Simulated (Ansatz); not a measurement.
# Ag (P6_3/mmc) in Ansatz: a series of runs

One crystal, Ag, is run at these levels: PBEsol, PBEsol+D3(BJ), PBEsol+D3(BJ)-ATM, PBEsol+D4; tasks: relaxation of cell and atoms.

Everything below comes from runs of Ansatz 0.2.0. Logs are shortened: lines on timing, memory, paths and dates and some standing lists are left out, and cuts for length are marked.

### 1 The structure

It takes space group P6_3/mmc (No. 194, hexagonal). The conventional cell has a = 2.886 Å, b = 2.886 Å, c = 10.000 Å, α = 90.00°, β = 90.00°, γ = 120.00°. Ag (site symmetry -3m) has 12 Ag at 2.89 to 3.00 Å as nearest neighbours. Around Ag (site symmetry -6m2) lie 12 Ag at 2.89 to 3.00 Å.

This isn't the form of Ag at room conditions, which is fcc.

### 2 Relaxation of cell and atoms, PBEsol

File input.yaml:

```yaml
crystal:
  lattice:
    - [2.8862, 0.0, 0.0]
    - [-1.4431, 2.4995225204, 0.0]
    - [0.0, 0.0, 10.0]
  atoms:
    - { symbol: Ag, position: [0.0, 0.0, 0.5] }
    - { symbol: Ag, position: [0.0, 0.0, 0.0] }
    - { symbol: Ag, position: [0.6666666667, 0.3333333333, 0.75] }
    - { symbol: Ag, position: [0.3333333333, 0.6666666667, 0.25] }
hamiltonian:
  xc: pbesol
  pseudopotentials: { kind: paw }
kpoints:
  mp_grid: { grid: [11, 11, 3] }
scf:
  occupations: { method: fermi_dirac, width: 0.05 }
output:
  forces: true
  stress: true
  eigenvalues: true
relax:
  f_tol: 0.01
  max_steps: 40
  cell: { stress_tol: 0.05 }
```

Potentials or basis: Ansatz PAW.

Run with:

```console
> ansatz run input.yaml --threads 2 --pin off --max-ram 5632MiB --backend cpu --events-out ev --progress --plain --runs-dir out
```

Output:

```text
Warning: RAYON_NUM_THREADS=2 ignored (pool sized by the plan → 2); use --threads N
Engine: ansatz 0.2.0, x86_64-unknown-linux-gnu
Pseudopotentials: kind: paw
Pseudopotential: Ag, paw, valence charge 19, recommended cutoff 420 eV (normal), Ag.paw.azcp
Functional definition: PBEsol
  exchange = pbesol_x
  correlation = pbesol_c
Crystal: 4 atoms, lattice volume = 72.141 Å³
Basis set: ecut = 420 eV, 1401 PW (Γ), exchange–correlation on 40×40×144 points (8 copies of the dense FFT grid, shifted against one another)
Bands: 46, of which v1, the nominal top of the filled ones, is band 38 counted from 1 (37 counted from 0)
Symmetry: 24 space group operations
Space group: P63/mmc (ITA 194), of the structure as read, at distance tolerance 4.2e-5 Å
k-points: 32 of 363
Non-local potential: Ag, projectors of the file, l = 0: 3, l = 1: 2, l = 2: 2, l = 3: 1
PAW form: soft (Blöchl's): semilocal exchange-correlation on the pseudo side does not see the compensation charge
PAW frozen core: Ag, regenerated for the run's functional, and the local potential with it (the file was generated under x = pbe(κ = 0.804, μ = 0.2195149727645171), c = pbe(β = 0.06672455060314922))
PAW one-centre angular grid: Ag, 590 points (default); XC on 64 Gauss nodes
Initial density: superposition of atomic densities (neutral atoms: chi_scale 0, normalization atom), corrected by the library's trained network
Initial wavefunctions: pseudopotential atomic-orbital guess
Functional: x = pbesol(κ = 0.804, μ = 0.12345679012345678), c = pbesol(β = 0.046)
SCF iter   1: F=—  HF=-30088.837007 eV  |F-HF|=—  |Δ(HF+E_count)|=         —  Δρ=9.97e-3  dr2=6.85e-2  ethr=1.77e-3  ⟨swp⟩=5.6  Hψ=4787  notcnv=0  defer=32
preconditioner: auto → Kerker (q_TF=auto, 2.752 Å⁻¹)  [metal: Δε(μ)=0.095 eV  Ē_g=10.751 eV  σ=0.050 eV  W_gap=0.40  n_scr=26 (ndim 8)  ℏωp=29.0 eV  f_vac=0.000  D(μ)=1.93/eV (n_scr^D=6)]
SCF iter   2: F=—  HF=-30088.819645 eV  |F-HF|=—  |Δ(HF+E_count)|=   1.74e-2  Δρ=2.60e-3  dr2=4.74e-3  ethr=9.01e-5  ⟨swp⟩=2.3  Hψ=2553  notcnv=0  defer=69
SCF iter   3: F=—  HF=-30088.818351 eV  |F-HF|=—  |Δ(HF+E_count)|=   1.29e-3  Δρ=1.07e-3  dr2=4.89e-4  ethr=6.23e-6  ⟨swp⟩=2.0  Hψ=1760  notcnv=0  defer=69
SCF iter   4: F=—  HF=-30088.818279 eV  |F-HF|=—  |Δ(HF+E_count)|=   7.21e-5  Δρ=1.67e-4  dr2=1.15e-5  ethr=6.44e-7  ⟨swp⟩=2.8  Hψ=2903  notcnv=0  defer=69
SCF iter   5: F=—  HF=-30088.818299 eV  |F-HF|=—  |Δ(HF+E_count)|=   1.95e-5  Δρ=3.85e-5  dr2=1.35e-6  ethr=1.51e-8  ⟨swp⟩=2.8  Hψ=2768  notcnv=0  defer=69
SCF iter   6: F=-30088.818298 eV  HF=-30088.818299 eV  |F-HF|=5.02e-8  |Δ(HF+E_count)|=   1.30e-7  Δρ=1.24e-5  dr2=8.53e-8  ethr=1.32e-10  ⟨swp⟩=7.5  Hψ=6367  notcnv=0
SCF 1 converged in 6 iterations: F = -30088.818298 eV  dr2 = 8.53e-8
relax step   1: F+E_penalty+E_count = -30088.81829849 eV  Δ(F+E_penalty+E_count) = +0.000e0 eV  max|allowed force component| = 9.252e-18 eV/Å  Δτ_max = 0.0000 Å  P = -7.139 GPa  Ω = 72.141 Å³  (6 SCF iters, dr2 threshold 1.00e-7 eV, accepted)
Crystal: 4 atoms, lattice volume = 65.302 Å³
Basis set: ecut = 420 eV, 1303 PW (Γ), exchange–correlation on 40×40×144 points (8 copies of the dense FFT grid, shifted against one another)
Initial density: handed on by an earlier stage of this run
Initial wavefunctions: those handed on with the density
iter 1 solved again at ethr=1.05e-4 eV; its pass at ethr=3.10e-3 eV (dr2=8.01e-2 eV) is discarded
SCF iter   1: F=—  HF=-30088.986346 eV  |F-HF|=—  |Δ(HF+E_count)|=         —  Δρ=1.07e-2  dr2=8.17e-2  ethr=1.05e-4  ⟨swp⟩=2.1  Hψ=6353  notcnv=0
preconditioner: auto → Kerker (q_TF=auto, 2.798 Å⁻¹)  [metal: Δε(μ)=0.009 eV  Ē_g=11.586 eV  σ=0.050 eV  W_gap=0.04  n_scr=26 (ndim 8)  ℏωp=30.5 eV  f_vac=0.000  D(μ)=2.21/eV (n_scr^D=6)]
SCF iter   2: F=—  HF=-30088.965377 eV  |F-HF|=—  |Δ(HF+E_count)|=   2.10e-2  Δρ=4.28e-3  dr2=1.13e-2  ethr=1.05e-4  ⟨swp⟩=2.1  Hψ=2296  notcnv=0
SCF iter   3: F=—  HF=-30088.962547 eV  |F-HF|=—  |Δ(HF+E_count)|=   2.83e-3  Δρ=1.76e-3  dr2=1.30e-3  ethr=1.49e-5  ⟨swp⟩=2.3  Hψ=1999  notcnv=0
SCF iter   4: F=—  HF=-30088.962448 eV  |F-HF|=—  |Δ(HF+E_count)|=   9.87e-5  Δρ=2.74e-4  dr2=2.73e-5  ethr=1.71e-6  ⟨swp⟩=2.4  Hψ=2702  notcnv=0
SCF iter   5: F=—  HF=-30088.962432 eV  |F-HF|=—  |Δ(HF+E_count)|=   1.62e-5  Δρ=6.20e-5  dr2=2.30e-6  ethr=3.59e-8  ⟨swp⟩=2.7  Hψ=2784  notcnv=0
SCF iter   6: F=-30088.962432 eV  HF=-30088.962432 eV  |F-HF|=2.60e-8  |Δ(HF+E_count)|=   1.14e-7  Δρ=1.25e-5  dr2=9.12e-8  ethr=5.26e-10  ⟨swp⟩=5.2  Hψ=5687  notcnv=0
SCF 2 converged in 6 iterations: F = -30088.962432 eV  dr2 = 9.12e-8
relax step   2: F+E_penalty+E_count = -30088.96243165 eV  Δ(F+E_penalty+E_count) = -1.441e-1 eV  max|allowed force component| = 2.082e-17 eV/Å  Δτ_max = 0.0000 Å  P = +2.669 GPa  Ω = 65.302 Å³  energy of the carried Pulay correction = +1.786e-3 eV  (6 SCF iters, dr2 threshold 4.00e-7 eV, accepted)
Crystal: 4 atoms, lattice volume = 66.776 Å³
iter 1 solved again at ethr=4.90e-6 eV; its pass at ethr=3.10e-3 eV (dr2=3.72e-3 eV) is discarded
SCF iter   1: F=—  HF=-30088.978640 eV  |F-HF|=—  |Δ(HF+E_count)|=         —  Δρ=2.37e-3  dr2=4.09e-3  ethr=4.90e-6  ⟨swp⟩=2.0  Hψ=6216  notcnv=0
preconditioner: auto → Kerker (q_TF=auto, 2.788 Å⁻¹)  [metal: Δε(μ)=0.016 eV  Ē_g=11.513 eV  σ=0.050 eV  W_gap=0.08  n_scr=26 (ndim 8)  ℏωp=30.1 eV  f_vac=0.000  D(μ)=2.38/eV (n_scr^D=6)]
SCF iter   2: F=—  HF=-30088.977589 eV  |F-HF|=—  |Δ(HF+E_count)|=   1.05e-3  Δρ=9.83e-4  dr2=5.86e-4  ethr=4.90e-6  ⟨swp⟩=2.5  Hψ=2129  notcnv=0
SCF iter   3: F=—  HF=-30088.977451 eV  |F-HF|=—  |Δ(HF+E_count)|=   1.38e-4  Δρ=4.00e-4  dr2=7.02e-5  ethr=7.72e-7  ⟨swp⟩=2.1  Hψ=1989  notcnv=0
SCF iter   4: F=—  HF=-30088.977433 eV  |F-HF|=—  |Δ(HF+E_count)|=   1.74e-5  Δρ=6.60e-5  dr2=1.63e-6  ethr=9.24e-8  ⟨swp⟩=2.3  Hψ=2647  notcnv=0
SCF iter   5: F=-30088.977433 eV  HF=-30088.977433 eV  |F-HF|=6.98e-8  |Δ(HF+E_count)|=   1.83e-7  Δρ=1.63e-5  dr2=1.64e-7  ethr=5.26e-10  ⟨swp⟩=5.3  Hψ=5582  notcnv=0
SCF 3 converged in 5 iterations: F = -30088.977433 eV  dr2 = 1.64e-7
relax step   3: F+E_penalty+E_count = -30088.97743323 eV  Δ(F+E_penalty+E_count) = -1.500e-2 eV  max|allowed force component| = 1.850e-17 eV/Å  Δτ_max = 0.0000 Å  P = -0.205 GPa  Ω = 66.776 Å³  energy of the carried Pulay correction = +1.381e-3 eV  (5 SCF iters, dr2 threshold 4.00e-7 eV, accepted)
Crystal: 4 atoms, lattice volume = 66.647 Å³
iter 1 solved again at ethr=8.25e-8 eV; its pass at ethr=3.10e-3 eV (dr2=6.27e-5 eV) is discarded
SCF iter   1: F=—  HF=-30088.978930 eV  |F-HF|=—  |Δ(HF+E_count)|=         —  Δρ=3.53e-4  dr2=5.53e-5  ethr=8.25e-8  ⟨swp⟩=2.5  Hψ=7266  notcnv=0
preconditioner: auto → Kerker (q_TF=auto, 2.789 Å⁻¹)  [metal: Δε(μ)=0.004 eV  Ē_g=11.483 eV  σ=0.050 eV  W_gap=0.02  n_scr=26 (ndim 8)  ℏωp=30.2 eV  f_vac=0.000  D(μ)=2.32/eV (n_scr^D=6)]
SCF iter   2: F=—  HF=-30088.978912 eV  |F-HF|=—  |Δ(HF+E_count)|=   1.84e-5  Δρ=1.81e-4  dr2=1.14e-5  ethr=7.28e-8  ⟨swp⟩=2.1  Hψ=2150  notcnv=0
SCF iter   3: F=—  HF=-30088.978910 eV  |F-HF|=—  |Δ(HF+E_count)|=   2.00e-6  Δρ=4.93e-5  dr2=9.27e-7  ethr=1.50e-8  ⟨swp⟩=2.0  Hψ=2407  notcnv=0
SCF iter   4: F=-30088.978910 eV  HF=-30088.978910 eV  |F-HF|=4.57e-9  |Δ(HF+E_count)|=   4.67e-8  Δρ=9.31e-6  dr2=3.71e-8  ethr=5.26e-10  ⟨swp⟩=4.1  Hψ=4327  notcnv=0
SCF 4 converged in 4 iterations: F = -30088.978910 eV  dr2 = 3.71e-8
relax step   4: F+E_penalty+E_count = -30088.97890966 eV  Δ(F+E_penalty+E_count) = -1.476e-3 eV  max|allowed force component| = 5.089e-17 eV/Å  Δτ_max = 0.0000 Å  P = -0.017 GPa  Ω = 66.647 Å³  energy of the carried Pulay correction = +1.413e-3 eV  (4 SCF iters, dr2 threshold 4.00e-7 eV, accepted)
Crystal: 4 atoms, lattice volume = 66.628 Å³
iter 1 solved again at ethr=3.25e-8 eV; its pass at ethr=3.10e-3 eV (dr2=2.47e-5 eV) is discarded
SCF iter   1: F=—  HF=-30088.979003 eV  |F-HF|=—  |Δ(HF+E_count)|=         —  Δρ=9.03e-5  dr2=2.74e-6  ethr=3.25e-8  ⟨swp⟩=2.1  Hψ=6053  notcnv=0
preconditioner: auto → Kerker (q_TF=auto, 2.789 Å⁻¹)  [metal: Δε(μ)=0.008 eV  Ē_g=11.485 eV  σ=0.050 eV  W_gap=0.04  n_scr=26 (ndim 8)  ℏωp=30.2 eV  f_vac=0.000  D(μ)=2.30/eV (n_scr^D=6)]
SCF iter   2: F=—  HF=-30088.978997 eV  |F-HF|=—  |Δ(HF+E_count)|=   6.48e-6  Δρ=5.11e-5  dr2=8.09e-7  ethr=3.60e-9  ⟨swp⟩=2.2  Hψ=2182  notcnv=0
SCF iter   3: F=-30088.978997 eV  HF=-30088.978997 eV  |F-HF|=1.17e-8  |Δ(HF+E_count)|=   9.16e-8  Δρ=9.57e-6  dr2=4.39e-8  ethr=1.12e-10  ⟨swp⟩=2.3  Hψ=5517  notcnv=0
SCF 5 converged in 3 iterations: F = -30088.978997 eV  dr2 = 4.39e-8
relax step   5: F+E_penalty+E_count = -30088.97899666 eV  Δ(F+E_penalty+E_count) = -8.700e-5 eV  max|allowed force component| = 2.660e-17 eV/Å  Δτ_max = 0.0000 Å  P = +0.008 GPa  Ω = 66.628 Å³  energy of the carried Pulay correction = +1.418e-3 eV  (3 SCF iters, dr2 threshold 8.50e-8 eV, accepted)
Basis set: ecut = 420 eV, 1303 PW (Γ), exchange–correlation on 40×40×128 points (8 copies of the dense FFT grid, shifted against one another)
Initial wavefunctions: pseudopotential atomic-orbital guess (no wavefunctions were taken with the density)
iter 1 solved again at ethr=7.22e-9 eV; its pass at ethr=3.10e-3 eV (dr2=5.49e-6 eV) is discarded
SCF iter   1: F=—  HF=-30088.977375 eV  |F-HF|=—  |Δ(HF+E_count)|=         —  Δρ=1.96e-4  dr2=4.09e-6  ethr=7.22e-9  ⟨swp⟩=3.3  Hψ=8800  notcnv=0
preconditioner: auto → Kerker (q_TF=auto, 2.789 Å⁻¹)  [metal: Δε(μ)=0.008 eV  Ē_g=11.486 eV  σ=0.050 eV  W_gap=0.04  n_scr=26 (ndim 8)  ℏωp=30.2 eV  f_vac=0.000  D(μ)=2.30/eV (n_scr^D=6)]
SCF iter   2: F=—  HF=-30088.977357 eV  |F-HF|=—  |Δ(HF+E_count)|=   1.83e-5  Δρ=9.85e-5  dr2=1.12e-6  ethr=5.38e-9  ⟨swp⟩=3.0  Hψ=3077  notcnv=0
SCF iter   3: F=—  HF=-30088.977357 eV  |F-HF|=—  |Δ(HF+E_count)|=   7.37e-7  Δρ=2.42e-5  dr2=7.41e-8  ethr=1.47e-9  ⟨swp⟩=2.1  Hψ=2695  notcnv=0
SCF iter   4: F=—  HF=-30088.977357 eV  |F-HF|=—  |Δ(HF+E_count)|=   4.00e-8  Δρ=1.95e-6  dr2=1.24e-9  ethr=9.75e-11  ⟨swp⟩=2.2  Hψ=2301  notcnv=0
SCF iter   5: F=-30088.977357 eV  HF=-30088.977357 eV  |F-HF|=7.28e-12  |Δ(HF+E_count)|=   1.04e-9  Δρ=2.25e-7  dr2=3.89e-11  ethr=1.00e-12  ⟨swp⟩=2.5  Hψ=5614  notcnv=0
SCF 6 converged in 5 iterations: F = -30088.977357 eV  dr2 = 3.89e-11
relax step   6: F+E_penalty+E_count = -30088.97735748 eV  Δ(F+E_penalty+E_count) = +1.639e-3 eV  max|allowed force component| = 1.850e-17 eV/Å  Δτ_max = 0.0000 Å  P = +0.017 GPa  Ω = 66.628 Å³  stress off target by 2.19e-2 GPa  SCF on the basis re-selected at this cell (its energy is not comparable with the rows above)  (5 SCF iters)
basis re-selected at this cell: Δ(F+E_penalty+E_count) = +1.639e-3 eV, ΔP = +0.009 GPa vs the last step (what re-selecting the basis moved, of the pressure what is left beyond the Pulay correction that the steps carried, after the strain that the cell walked since its last selection, with what the two solves' SCF thresholds leave and, on support functions, any second-order correction that the steps lacked; it is no measure of the basis error at this ecutwfc). The dense FFT grid was sized anew with the basis: this SCF ran on 20×20×64 points, the steps before it on 20×20×72, so part of this shift can come from that change (see relax.cell in the input reference). This SCF's stress stands 2.19e-2 GPa from its target on what of the cell is left free (relax.cell.stress_tol is 5.00e-2 GPa) and its largest allowed force component is 1.85e-17 eV/Å (relax.f_tol is 1.00e-2 eV/Å): within both
SCF converged after 5 iterations
Free energy (F): -30088.977357 eV
Harris-Foulkes:  -30088.977357 eV  (|F-HF|=7.28e-12)
Internal energy: -30088.960374 eV  (E = F + TS)
E sigma→0 (E₀):  -30088.968866 eV
Entropy (-TS):   -0.016983 eV (-4.246 meV/atom)
Fermi energy:    17.818537 eV
--- Per-component energies (eV) ---
  E_band       = -911.216717
  E_kinetic    = 2109.855730
  E_local      = -8630.187598  (includes V_loc(G=0)·N_el)
  E_nonlocal   = 329.634078
  E_hartree    = 3930.847884
  E_xc         = -735.410538
  E_vxc        = -938.389877  (∫ρ·V_xc dr)
  E_paw        = -15337.634502  (= ΣΔE_a)
  E_vpaw       = -1643.825994  (= ΣTr[D̂ρ^β])
  E_aug_tail   = 0.001189  (compensation charges beyond the density's cutoff)
  E_ewald      = -11757.357573
  E_core_change = 1.290956  (= ΣΔE_core)
  E_smearing   = -0.016983  (= −TS)
  E_closure    = 0.000000  (closes the sum)
  Σ components = -30088.977357   (vs F -30088.977357, Δ=0.00e0)
--- Forces (eV/Å), atoms counted from 1 ---
  atom   1  Ag    -0.00000000     0.00000000     0.00000000
  atom   2  Ag     0.00000000    -0.00000000     0.00000000
  atom   3  Ag    -0.00000000     0.00000000     0.00000000
  atom   4  Ag     0.00000000    -0.00000000     0.00000000
  max |Σ_I F_I| component: 1.16e-18 eV/Å
--- Stress (GPa, compression-positive) ---
        0.021889       0.000000       0.000000
        0.000000       0.021889       0.000000
        0.000000       0.000000       0.008572
  P = ⅓ Tr σ = 0.0175 GPa (0.175 kbar)
--- Band table (eV; the first three rows and the last of 32) ---
  k-point 0: bands = ["-74.2092", "-74.2005", "-74.1998", "-74.1911", "-37.7838", "-37.6981", "-37.6975", "-37.6399", "-37.6399", "-37.6282", "-37.6282", "-37.6265", "-37.6265", "-37.6149", "-37.6149", "-37.6110", "9.6862", "11.0850", "11.0863", "11.1526", "12.7983", "12.8578", "12.8578", "12.8754", "12.8754", "13.0330", "13.0420", "13.0683", "13.0683", "13.1122", "13.1122", "13.7805", "13.7805", "14.1195", "14.1195", "14.3241", "14.3241", "14.7290", "14.7290", "17.0660", "21.2231", "28.6495", "28.6757", "33.1928", "33.3415", "34.2664"]
  k-point 1: bands = ["-74.2080", "-74.2047", "-74.1956", "-74.1923", "-37.7723", "-37.7409", "-37.6545", "-37.6382", "-37.6382", "-37.6337", "-37.6337", "-37.6226", "-37.6211", "-37.6211", "-37.6165", "-37.6165", "9.9005", "10.4783", "11.1902", "11.2483", "12.7121", "12.7561", "12.8941", "12.8941", "12.9144", "12.9144", "13.0193", "13.0193", "13.0539", "13.0539", "13.8580", "13.8580", "14.0101", "14.0101", "14.2222", "14.4652", "14.4652", "14.6514", "14.6514", "15.9325", "22.7170", "25.5274", "31.6571", "33.3405", "33.4083", "33.6290"]
  k-point 2: bands = ["-74.2077", "-74.1994", "-74.1987", "-74.1904", "-37.7793", "-37.6995", "-37.6989", "-37.6512", "-37.6435", "-37.6370", "-37.6355", "-37.6312", "-37.6295", "-37.6266", "-37.6171", "-37.6127", "9.9222", "11.2867", "11.2919", "11.3037", "12.6743", "12.7934", "12.7951", "12.8156", "12.8312", "12.9748", "12.9756", "13.0789", "13.1928", "13.2278", "13.2288", "13.6671", "13.6941", "14.1419", "14.1962", "14.3100", "14.4492", "14.5042", "14.7444", "17.7958", "21.2646", "28.8256", "28.8465", "32.7295", "33.2347", "33.5524"]
  k-point 31: bands = ["-74.1856", "-74.1853", "-74.1841", "-74.1839", "-37.7628", "-37.7614", "-37.7509", "-37.7468", "-37.7287", "-37.7265", "-37.7150", "-37.7053", "-37.6723", "-37.6631", "-37.6569", "-37.6531", "11.7764", "11.8117", "12.0829", "12.0903", "12.1924", "12.2965", "12.4793", "12.5788", "12.8659", "12.9365", "13.0378", "13.1882", "13.5645", "13.6614", "14.0057", "14.0945", "14.5234", "14.6360", "14.7136", "14.7583", "20.3187", "20.4517", "21.0408", "21.0642", "22.7586", "23.2149", "23.8048", "23.9815", "25.4493", "25.6353"]
--- Relaxed structure (5 steps of the walk, 5 accepted, 1 SCFs on fresh bases) ---
  F+E_penalty+E_count = -30088.97735748 eV   max|allowed force component| = 1.850e-17 eV/Å   (the final SCF, on the basis selected at the relaxed cell)
  cell:  # Å, volume = 66.6279 Å³
    - [2.852772056118078, 0.0, 0.0]
    - [-1.426386028059039, 2.4705730718046226, 0.0]
    - [0.0, 0.0, 9.453474967590495]
  atoms:
    - { symbol: Ag, position: [2.679092895890294e-34, -2.407872314446585e-35, 0.49999999999999994] }
    - { symbol: Ag, position: [1.2287310458470786e-34, 4.173645345040762e-35, -3.0092655381050555e-35] }
    - { symbol: Ag, position: [0.6666666666666666, 0.33333333333333326, 0.7499999999999999] }
    - { symbol: Ag, position: [0.33333333333333326, 0.6666666666666666, 0.24999999999999997] }
```

It took 47 s on 2 threads of Intel Xeon at 2.50GHz (Skylake/Cascade Lake), shared host; peak memory 0.42 GiB.

What came out:

- Free energy: -30088.9774 eV
- Relaxed volume: 16.66 Å³/atom
- Relaxed cell: a = 2.853 Å, b = 2.853 Å, c = 9.453 Å, α = 90.00°, β = 90.00°, γ = 120.00°
- Space group after relaxing (to 0.05 Å): P6_3/mmc (No. 194)
- Energy gained by relaxing: 39.8 meV/atom
- Ionic steps: 6
- Pressure after relaxing: 0.0 GPa
- Band gap on the k mesh: none (metal or under the smearing width)

Step by step:
| step | energy change (eV) | largest force (eV/Å) | volume (Å³) |
| --- | --- | --- | --- |
| 1 | 0.0000 | 0.0000 | 72.14 |
| 2 | -0.1441 | 0.0000 | 65.30 |
| 3 | -0.1591 | 0.0000 | 66.78 |
| 4 | -0.1606 | 0.0000 | 66.65 |
| 5 | -0.1607 | 0.0000 | 66.63 |
| 6 | -0.1591 | 0.0000 | 66.63 |

Final structure:
```
Ag
1.0
     2.85277    0.00000    0.00000
    -1.42639    2.47057    0.00000
     0.00000    0.00000    9.45347
Ag
4
Cartesian
  0.0000 0.0000 4.7267
  0.0000 0.0000 0.0000
  1.4264 0.8235 7.0901
  0.0000 1.6470 2.3634
```

Caveat: the plane-wave basis is chosen anew once the cell has moved, so the energies of steps on either side of that aren't comparable; the PAW data sets come from PBE, with cores solved anew for the run's functional, which leaves a small shift of forces and pressure.

(Continued in part 2 of 3.)
